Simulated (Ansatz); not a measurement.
# SiNi (P2_13) in Ansatz: notebook

One crystal, SiNi, is run at these levels: PBEsol; tasks: single point.

All numbers are computed with Ansatz 0.2.0; they aren't measurements. Logs are shortened: lines on timing, memory, paths and dates and some standing lists are left out, and cuts for length are marked.

**1. The crystal as given**

Symmetry: P2_13, No. 198, cubic system. Conventional cell: a = 4.504 Å, b = 4.504 Å, c = 4.504 Å, α = 90.00°, β = 90.00°, γ = 90.00°. Around Ni (site symmetry 3) lie 7 Si at 2.36 to 2.44 Å. Si (site symmetry 3) has 7 Ni at 2.36 to 2.44 Å as nearest neighbours.

The cell is a database's computed one.

**2. Single point, PBEsol, collinear spin, ferromagnetic start**

input.yaml reads:

```yaml
crystal:
  lattice:
    - [4.503694, 0.0, 0.0]
    - [0.0, 4.503694, 0.0]
    - [0.0, 0.0, 4.503694]
  atoms:
    - { symbol: Ni, position: [0.149504, 0.149504, 0.149504], spin: 1.25 }
    - { symbol: Ni, position: [0.649504, 0.350496, 0.850496], spin: 1.25 }
    - { symbol: Ni, position: [0.850496, 0.649504, 0.350496], spin: 1.25 }
    - { symbol: Ni, position: [0.350496, 0.850496, 0.649504], spin: 1.25 }
    - { symbol: Si, position: [0.84683, 0.84683, 0.84683] }
    - { symbol: Si, position: [0.34683, 0.65317, 0.15317] }
    - { symbol: Si, position: [0.15317, 0.34683, 0.65317] }
    - { symbol: Si, position: [0.65317, 0.15317, 0.34683] }
hamiltonian:
  xc: pbesol
  pseudopotentials: { kind: paw }
magnetization:
  spin_polarized: true
  initial_magnetization: 5.0
  spin_locking: { lock_magnetization: hard }
kpoints:
  mp_grid: { grid: [5, 5, 5] }
scf:
  occupations: { method: fermi_dirac, width: 0.05 }
  lower_state_search: "off"
output:
  forces: true
  stress: true
  eigenvalues: true
```

Potentials or basis: Ansatz PAW.

Command:

```console
$ ansatz run input.yaml --threads 4 --pin off --max-ram 11264MiB --backend cpu --events-out ev --progress --plain --runs-dir out
```

The log of the run:

```text
Warning: output.stress: scf.convergence.dr2_threshold = 1e-7 eV (the SCF's general default) is looser than the 8e-10 eV advised for a printed stress (1e-10 eV for each atom of the cell: 8). What an SCF threshold leaves in a stress goes as its square root, and in the free energy as the threshold itself, and one threshold admits the most on a small cell: of the crystals measured, under no hybrid functional and no lock of the moments, on runs that ended without the residual-converged pass, on stresses that held no estimate of that error, the worst erred by over 100 MPa in a component at 1e-7 eV an atom and by under 5 at 1e-10. Set scf.convergence.dr2_threshold to 8e-10 eV or tighter. The threshold is an SCF's pass mark: one that does not reach it within its budget of iterations ends unconverged, or closes short of it on a stop that the run arms, and scf.convergence.dr2_threshold's page says what that costs each kind of run
Warning: RAYON_NUM_THREADS=4 ignored (pool sized by the plan → 4); use --threads N
Engine: ansatz 0.2.0, x86_64-unknown-linux-gnu
Pseudopotentials: kind: paw
Pseudopotential: Ni, paw, valence charge 18, recommended cutoff 420 eV (normal), Ni.paw.azcp
Pseudopotential: Si, paw, valence charge 4, recommended cutoff 420 eV (normal), Si.paw.azcp
Functional definition: PBEsol
  exchange = pbesol_x
  correlation = pbesol_c
Crystal: 8 atoms, lattice volume = 91.350 Å³
Basis set: ecut = 420 eV, 1791 PW (Γ), exchange–correlation on 64×64×64 points (8 copies of the dense FFT grid, shifted against one another)
Bands: 56, of which v1, the nominal top of the filled ones, is band 44 counted from 1 (43 counted from 0)
Symmetry: 12 space group operations
Space group: P213 (ITA 198), of the structure as read, at distance tolerance 4.5e-5 Å
Magnetic group: BNS 198.9 (UNI 1511), of the structure as read, at distance tolerance 4.5e-5 Å
k-points: 11 of 125 (time reversal used)
Non-local potential: Ni, projectors of the file, l = 0: 3, l = 1: 2, l = 2: 3, l = 3: 1
Non-local potential: Si, projectors of the file, l = 0: 2, l = 1: 2, l = 2: 2
PAW form: soft (Blöchl's): semilocal exchange-correlation on the pseudo side does not see the compensation charge
PAW frozen core: Ni, regenerated for the run's functional, and the local potential with it (the file was generated under x = pbe(κ = 0.804, μ = 0.2195149727645171), c = pbe(β = 0.06672455060314922))
PAW frozen core: Si, regenerated for the run's functional, and the local potential with it (the file was generated under x = pbe(κ = 0.804, μ = 0.2195149727645171), c = pbe(β = 0.06672455060314922))
PAW one-centre angular grid: Ni, 590 points (default); XC on 64 Gauss nodes
PAW one-centre angular grid: Si, 110 points (default); XC on 64 Gauss nodes
Initial density: superposition of atomic densities (chi_scale 0.1, normalization cell)
Starting moments: Σ|m| = 5 μB on 4 of 8 sites
Initial wavefunctions: pseudopotential atomic-orbital guess
Functional: x = pbesol(κ = 0.804, μ = 0.12345679012345678), c = pbesol(β = 0.046)
SCF iter   1: F=—  HF=-25707.119754 eV  |F-HF|=—  |Δ(HF+E_count)|=         —  Δρ=6.00e-2 (↑1.21e-2 ↓6.00e-2)  dr2=3.72e0  dr2_m=7.50e-1  M=5.000 μB ∫|m|=5.000 μB  β_m=0.30  ethr=3.10e-3  ⟨swp⟩=7.2  Hψ=4757  notcnv=0  defer=4
preconditioner: auto → Kerker (q_TF=auto, 2.711 Å⁻¹)  [metal: Δε(μ)=0.064 eV  Ē_g=7.843 eV  σ=0.050 eV  W_gap=0.31  n_scr=26 (ndim 8)  ℏωp=29.1 eV  f_vac=0.000  D(μ)=4.64/eV (n_scr^D=32)]
spin=Collinear: Kerker preconditioning applied to the charge; magnetization (m = ρ↑ − ρ↓) channel mixes plain (no charge-response kernel on spin).
SCF iter   2: F=—  HF=-25706.870866 eV  |F-HF|=—  |Δ(HF+E_count)|=   2.49e-1  Δρ=2.39e-2 (↑2.02e-2 ↓2.39e-2)  dr2=7.69e-1  dr2_m=2.66e-1  M=5.000 μB ∫|m|=5.000 μB  β_m=0.39  ethr=3.10e-3  ⟨swp⟩=2.5  Hψ=1867  notcnv=0  defer=79
SCF iter   3: F=—  HF=-25706.799094 eV  |F-HF|=—  |Δ(HF+E_count)|=   7.18e-2  Δρ=2.69e-2 (↑6.09e-3 ↓2.69e-2)  dr2=8.87e-1  dr2_m=1.42e-1  M=5.000 μB ∫|m|=5.000 μB  β_m=0.41  ethr=8.74e-4  ⟨swp⟩=2.0  Hψ=1763  notcnv=0  defer=79
SCF iter   4: F=—  HF=-25706.651940 eV  |F-HF|=—  |Δ(HF+E_count)|=   1.47e-1  Δρ=3.80e-3 (↑3.37e-3 ↓3.80e-3)  dr2=2.58e-2  dr2_m=3.19e-4  M=5.000 μB ∫|m|=5.001 μB  β_m=0.71  ethr=8.74e-4  ⟨swp⟩=2.5  Hψ=1879  notcnv=0  defer=79
SCF iter   5: F=—  HF=-25706.651714 eV  |F-HF|=—  |Δ(HF+E_count)|=   2.25e-4  Δρ=2.28e-3 (↑7.83e-4 ↓2.28e-3)  dr2=5.25e-3  dr2_m=5.38e-4  M=5.000 μB ∫|m|=5.001 μB  β_m=0.77  ethr=2.93e-5  ⟨swp⟩=2.0  Hψ=2114  notcnv=0  defer=78
SCF iter   6: F=—  HF=-25706.650772 eV  |F-HF|=—  |Δ(HF+E_count)|=   9.43e-4  Δρ=3.06e-4 (↑3.06e-4 ↓1.92e-4)  dr2=1.31e-4  dr2_m=2.12e-5  M=5.000 μB ∫|m|=5.001 μB  β_m=0.89  ethr=5.96e-6  ⟨swp⟩=2.2  Hψ=1480  notcnv=0  defer=78
SCF iter   7: F=—  HF=-25706.650821 eV  |F-HF|=—  |Δ(HF+E_count)|=   4.92e-5  Δρ=2.49e-4 (↑2.49e-4 ↓1.48e-4)  dr2=9.66e-5  dr2_m=2.48e-6  M=5.000 μB ∫|m|=5.001 μB  β_m=0.94  ethr=1.49e-7  ⟨swp⟩=2.0  Hψ=2092  notcnv=0  defer=78
SCF iter   8: F=—  HF=-25706.650799 eV  |F-HF|=—  |Δ(HF+E_count)|=   2.18e-5  Δρ=7.55e-5 (↑2.91e-5 ↓7.55e-5)  dr2=6.54e-6  dr2_m=4.64e-7  M=5.000 μB ∫|m|=5.001 μB  β_m=0.97  ethr=1.10e-7  ⟨swp⟩=2.4  Hψ=1692  notcnv=0  defer=78
SCF iter   9: F=—  HF=-25706.650799 eV  |F-HF|=—  |Δ(HF+E_count)|=   2.32e-7  Δρ=2.19e-5 (↑1.07e-5 ↓2.19e-5)  dr2=6.65e-7  dr2_m=2.71e-8  M=5.000 μB ∫|m|=5.001 μB  β_m=0.99  ethr=7.43e-9  ⟨swp⟩=1.0  Hψ=1156  notcnv=0  defer=78
SCF iter  10: F=-25706.650799 eV  HF=-25706.650799 eV  |F-HF|=8.84e-10  |Δ(HF+E_count)|=   7.14e-8  Δρ=7.45e-7 (↑6.77e-7 ↓7.45e-7)  dr2=2.07e-9  dr2_m=1.25e-11  M=5.000 μB ∫|m|=5.001 μB  ethr=1.14e-10  ⟨swp⟩=9.7  Hψ=5145  notcnv=0
SCF 1 converged in 10 iterations: F = -25706.650799 eV  dr2 = 2.07e-9
SCF converged after 10 iterations
Stability checked in part: among states of this total moment the steps that led to this state did not find it unstable. No probe was made; neither looks for a lower state of another moment (fixed_total_moment; see scf.lower_state_search)
Magnetization: 5.0000 μB (46.5000 up, 41.5000 down)
Absolute magnetization: 5.0006 μB (∫|ρ↑−ρ↓|, with the PAW one-centre terms)
Spin contamination: 0.0109 ħ² per cell (⟨S²⟩ above its minimum at these occupations)
Per-site moments (μB) at R_I (Å): [(0.8359050461051023, 0.973931856589587), (0.8359050461051022, 0.973931856589587), (0.8359050461051022, 0.973931856589587), (0.8359050461051013, 0.973931856589587), (0.2128452581418545, 0.973931856589587), (0.21284525814185437, 0.973931856589587), (0.2128452581418551, 0.973931856589587), (0.21284525814185473, 0.973931856589587)]
Free energy (F): -25706.650799 eV
Harris-Foulkes:  -25706.650799 eV  (|F-HF|=8.84e-10)
Internal energy: -25706.603484 eV  (E = F + TS)
E sigma→0 (E₀):  -25706.627142 eV
Entropy (-TS):   -0.047315 eV (-5.914 meV/atom)
Fermi energy:    16.034955 (↑ 17.321019, ↓ 14.748892) eV
--- Per-component energies (eV) ---
  E_band       = -1209.449403
  E_kinetic    = 1313.616204
  E_local      = -17294.285962  (includes V_loc(G=0)·N_el)
  E_nonlocal   = 2648.893456
  E_hartree    = 7433.372794
  E_xc         = -567.701255
  E_vxc        = -639.202154  (∫ρ·V_xc dr)
  E_paw        = -8376.145471  (= ΣΔE_a)
  E_vpaw       = -2105.219154  (= ΣTr[D̂ρ^β])
  E_aug_tail   = 0.002156  (compensation charges beyond the density's cutoff)
  E_ewald      = -10865.270803
  E_core_change = 0.915398  (= ΣΔE_core)
  E_smearing   = -0.047315  (= −TS)
  E_closure    = -0.000000  (closes the sum)
  Σ components = -25706.650799   (vs F -25706.650799, Δ=0.00e0)
--- Forces (eV/Å), atoms counted from 1 ---
  atom   1  Ni    -0.11106558    -0.11106558    -0.11106558
  atom   2  Ni    -0.11106558     0.11106558     0.11106558
  atom   3  Ni     0.11106558    -0.11106558     0.11106558
  atom   4  Ni     0.11106558     0.11106558    -0.11106558
  atom   5  Si    -0.07150504    -0.07150504    -0.07150504
  atom   6  Si    -0.07150504     0.07150504     0.07150504
  atom   7  Si     0.07150504    -0.07150504     0.07150504
  atom   8  Si     0.07150504     0.07150504    -0.07150504
  max |Σ_I F_I| component: 1.53e-16 eV/Å
--- Stress (GPa, compression-positive) ---
        5.525805       0.000000      -0.000000
        0.000000       5.525805      -0.000000
       -0.000000       0.000000       5.525805
  P = ⅓ Tr σ = 5.5258 GPa (55.258 kbar)
--- Band table (eV; the first three rows and the last of 22) ---
  k-point 0 ↑: bands = ["-88.4047", "-88.3998", "-88.3998", "-88.3998", "-49.0436", "-49.0436", "-49.0436", "-49.0249", "-48.9057", "-48.9057", "-48.9057", "-48.8878", "-48.8878", "-48.8808", "-48.8808", "-48.8808", "1.9883", "7.3615", "7.3615", "7.3615", "9.7993", "9.7993", "9.7993", "11.2242", "11.2242", "11.2242", "11.7222", "11.7344", "11.7344", "11.9382", "11.9382", "11.9382", "12.4443", "12.4443", "12.4443", "13.3620", "13.3620", "13.3620", "13.3925", "13.3925", "14.0238", "14.0238", "14.0238", "16.9420", "16.9420", "16.9420", "17.2991", "17.2991", "17.9793", "17.9793", "17.9793", "19.4951", "20.5868", "20.5868", "20.5868", "23.4624"]
  k-point 1 ↑: bands = ["-88.4043", "-88.4008", "-88.3997", "-88.3993", "-49.0458", "-49.0441", "-49.0397", "-49.0262", "-48.9099", "-48.9074", "-48.8996", "-48.8875", "-48.8861", "-48.8824", "-48.8823", "-48.8801", "2.2745", "6.0209", "7.5448", "8.1301", "9.3301", "9.9319", "10.4335", "10.6665", "10.8566", "11.5466", "11.7655", "11.7777", "11.8825", "11.9312", "12.0099", "12.0204", "12.3477", "12.4255", "12.6638", "13.1176", "13.1996", "13.3312", "13.4281", "13.4736", "13.9160", "13.9163", "14.8340", "15.9725", "16.0789", "16.2980", "16.6831", "17.9034", "18.3917", "18.3969", "19.1026", "19.7656", "20.3785", "21.6620", "21.7454", "21.9737"]
  k-point 2 ↑: bands = ["-88.4034", "-88.4021", "-88.3994", "-88.3992", "-49.0461", "-49.0453", "-49.0347", "-49.0298", "-48.9114", "-48.9102", "-48.8929", "-48.8874", "-48.8854", "-48.8843", "-48.8830", "-48.8807", "3.1133", "4.4304", "8.0388", "8.5072", "9.3377", "9.8481", "10.1518", "10.4945", "11.2377", "11.2383", "11.6630", "11.7978", "11.9342", "11.9396", "12.1223", "12.1585", "12.4132", "12.5076", "12.6688", "12.7608", "13.1630", "13.2291", "13.3829", "13.5068", "13.6867", "13.8516", "15.0541", "15.3117", "15.5933", "15.6321", "17.9439", "18.5872", "18.8244", "18.9835", "19.4117", "19.9465", "20.3411", "20.6023", "20.7582", "22.4117"]
  k-point 10 ↓: bands = ["-87.4127", "-87.4124", "-87.4113", "-87.4111", "-48.0564", "-48.0555", "-48.0517", "-48.0505", "-47.9573", "-47.9559", "-47.9509", "-47.9492", "-47.9305", "-47.9301", "-47.9278", "-47.9275", "5.5314", "6.1808", "6.7350", "7.2415", "8.3580", "8.8515", "9.5642", "10.0181", "12.1514", "12.2909", "12.3235", "12.4968", "12.5330", "12.7140", "12.7508", "12.7777", "13.5161", "13.6248", "13.6900", "13.6915", "13.7183", "13.8386", "13.8847", "13.9536", "14.5831", "14.6615", "14.9631", "15.1032", "18.9436", "19.7837", "19.9105", "20.4988", "20.5895", "20.8904", "21.3282", "21.6893", "21.7474", "22.4319", "23.0529", "23.2027"]
```

Run time: 1.1 s. Hardware: 4 threads of AMD EPYC 9R45 (Zen 5), shared host; peak memory 0.46 GiB.

Results:

```yaml
Free_energy: -25706.6508 eV
Pressure: 5.5 GPa
Largest_force: 0.192 eV/Å
Net_moment: 5.00 μB per cell
Absolute_moment: 5.00 μB per cell
Site_moments: Ni +0.84; Si +0.21 μB
```

Forces in eV/Å, atoms in the order of the input:
```
Ni  -0.111 -0.111 -0.111
Ni  -0.111  0.111  0.111
Ni   0.111 -0.111  0.111
Ni   0.111  0.111 -0.111
Si  -0.072 -0.072 -0.072
Si  -0.072  0.072  0.072
Si   0.072 -0.072  0.072
Si   0.072  0.072 -0.072
```

Caveat: the total moment is fixed, so each spin has its own Fermi level; the PAW data sets come from PBE, with cores solved anew for the run's functional, which leaves a small shift of forces and pressure; the thresholds are loose for stress.

**3. Single point, PBEsol, collinear spin, ferromagnetic start**

input.yaml reads:

```yaml
crystal:
  lattice:
    - [4.503694, 0.0, 0.0]
    - [0.0, 4.503694, 0.0]
    - [0.0, 0.0, 4.503694]
  atoms:
    - { symbol: Ni, position: [0.149504, 0.149504, 0.149504], spin: 1.5 }
    - { symbol: Ni, position: [0.649504, 0.350496, 0.850496], spin: 1.5 }
    - { symbol: Ni, position: [0.850496, 0.649504, 0.350496], spin: 1.5 }
    - { symbol: Ni, position: [0.350496, 0.850496, 0.649504], spin: 1.5 }
    - { symbol: Si, position: [0.84683, 0.84683, 0.84683] }
    - { symbol: Si, position: [0.34683, 0.65317, 0.15317] }
    - { symbol: Si, position: [0.15317, 0.34683, 0.65317] }
    - { symbol: Si, position: [0.65317, 0.15317, 0.34683] }
hamiltonian:
  xc: pbesol
  pseudopotentials: { kind: paw }
magnetization:
  spin_polarized: true
  initial_magnetization: 6.0
  spin_locking: { lock_magnetization: hard }
kpoints:
  mp_grid: { grid: [5, 5, 5] }
scf:
  occupations: { method: fermi_dirac, width: 0.05 }
  lower_state_search: "off"
output:
  forces: true
  stress: true
  eigenvalues: true
```

Potentials or basis: Ansatz PAW.

Command:

```console
$ ansatz run input.yaml --threads 4 --pin off --max-ram 11264MiB --backend cpu --events-out ev --progress --plain --runs-dir out
```

Wall time 1.2 s (4 threads of AMD EPYC 9R45 (Zen 5), shared host); peak memory 0.47 GiB.

It converged, with:

- Free energy: -25705.2285 eV
- Pressure: 9.1 GPa
- Largest force: 0.221 eV/Å
- Net moment: 6.00 μB per cell
- Absolute moment: 6.00 μB per cell
- Site moments: Ni +0.98; Si +0.26 μB

Forces on the atoms (eV/Å):
```
Ni  -0.128 -0.128 -0.128
Ni  -0.128  0.128  0.128
Ni   0.128 -0.128  0.128
Ni   0.128  0.128 -0.128
Si  -0.087 -0.087 -0.087
Si  -0.087  0.087  0.087
Si   0.087 -0.087  0.087
Si   0.087  0.087 -0.087
```

Caveat: the total moment is fixed, so each spin has its own Fermi level; the PAW data sets come from PBE, with cores solved anew for the run's functional, which leaves a small shift of forces and pressure; the thresholds are loose for stress.

**4. Single point, PBEsol, collinear spin, ferromagnetic start**

input.yaml reads:

```yaml
crystal:
  lattice:
    - [4.503694, 0.0, 0.0]
    - [0.0, 4.503694, 0.0]
    - [0.0, 0.0, 4.503694]
  atoms:
    - { symbol: Ni, position: [0.149504, 0.149504, 0.149504], spin: 2.0 }
    - { symbol: Ni, position: [0.649504, 0.350496, 0.850496], spin: 2.0 }
    - { symbol: Ni, position: [0.850496, 0.649504, 0.350496], spin: 2.0 }
    - { symbol: Ni, position: [0.350496, 0.850496, 0.649504], spin: 2.0 }
    - { symbol: Si, position: [0.84683, 0.84683, 0.84683] }
    - { symbol: Si, position: [0.34683, 0.65317, 0.15317] }
    - { symbol: Si, position: [0.15317, 0.34683, 0.65317] }
    - { symbol: Si, position: [0.65317, 0.15317, 0.34683] }
hamiltonian:
  xc: pbesol
  pseudopotentials: { kind: paw }
magnetization:
  spin_polarized: true
  initial_magnetization: 8.0
  spin_locking: { lock_magnetization: hard }
kpoints:
  mp_grid: { grid: [5, 5, 5] }
scf:
  occupations: { method: fermi_dirac, width: 0.05 }
  lower_state_search: "off"
output:
  forces: true
  stress: true
  eigenvalues: true
```

Command:

```console
$ ansatz run input.yaml --threads 4 --pin off --max-ram 11264MiB --backend cpu --events-out ev --progress --plain --runs-dir out
```

Wall time 1.2 s (4 threads of AMD EPYC 9R45 (Zen 5), shared host); peak memory 0.47 GiB.

The run converged. Its results:

```yaml
Free_energy: -25701.7870 eV
Pressure: 16.7 GPa
Largest_force: 0.225 eV/Å
Net_moment: 8.00 μB per cell
Absolute_moment: 8.00 μB per cell
Site_moments: Ni +1.25; Si +0.36 μB
```

Forces on the atoms (eV/Å):
```
Ni  -0.130 -0.130 -0.130
Ni  -0.130  0.130  0.130
Ni   0.130 -0.130  0.130
Ni   0.130  0.130 -0.130
Si  -0.114 -0.114 -0.114
Si  -0.114  0.114  0.114
Si   0.114 -0.114  0.114
Si   0.114  0.114 -0.114
```

Caveat: the total moment is fixed, so each spin has its own Fermi level; the PAW data sets come from PBE, with cores solved anew for the run's functional, which leaves a small shift of forces and pressure; the thresholds are loose for stress.

**5. Summary**

```tsv
fixed moment (μB)	pressure (GPa)	moment (μB)	largest force (eV/Å)
5.0	5.5	5.00	0.19
6.0	9.1	6.00	0.22
8.0	16.7	8.00	0.23
```

Alike in all rows: task single point; level PBEsol; potentials or basis Ansatz PAW; spin collinear, ferromagnetic start; cell as given; k mesh 5 × 5 × 5; cutoff (eV) 420; smearing fermi-dirac 0.05 eV.

Caveats: the total moment is fixed, so each spin has its own Fermi level; the PAW data sets come from PBE, with cores solved anew for the run's functional, which leaves a small shift of forces and pressure; the thresholds are loose for stress.

Total energies depend on the potentials used, so only differences within one code and one set of settings carry meaning.
